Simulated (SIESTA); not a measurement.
Crystal: ZnSiP2.

```
Zn P Si
1.0
    -2.68670    2.68670    5.23003
     2.68670   -2.68670    5.23003
     2.68670    2.68670   -5.23003
Zn P Si
2 4 2
Direct
  0.75000 0.25000 0.50000
  0.00000 0.00000 0.00000
  0.14230 0.62500 0.01730
  0.60770 0.12500 0.98270
  0.87500 0.85770 0.48270
  0.37500 0.39230 0.51730
  0.25000 0.75000 0.50000
  0.50000 0.50000 0.00000
```

The cell is a database's computed one.

Base run:

| Property | Result |
| --- | --- |
| Program | SIESTA 5.4.2 |
| Functional | PBE |
| Potentials or basis | PseudoDojo 0.4 standard (PBE files) |
| Basis | DZP (energy shift 0.003 Ry; two zetas on semicore shells) |
| Grid cutoff | 800 Ry |
| Energy shift | 0.003 Ry |
| k mesh | 7 × 7 × 7 |
| Occupations | fermi-dirac, width 0.05 eV |
| Spin | no spin polarisation |

Its results: band gap on the k mesh 1.30 eV, direct; pressure 3.6 GPa; largest force 0.087 eV/Å.

Task: The run is repeated on the same cell with these changes: functional from PBE to LDA; potentials or basis from PseudoDojo 0.4 standard (PBE files) to PseudoDojo 0.4 standard (LDA files). What comes out?

Result: Band gap on the k mesh 1.21 eV, direct; pressure -1.7 GPa; largest force 0.235 eV/Å.

Caveats: short orbitals over semicore shells can move pressures by several GPa; the valence orbitals were made in a potential fitted to the semicore shell under them, which widens gaps by tenths of an eV or more; the basis of atomic orbitals isn't converged, which shifts pressures, moduli and gaps.
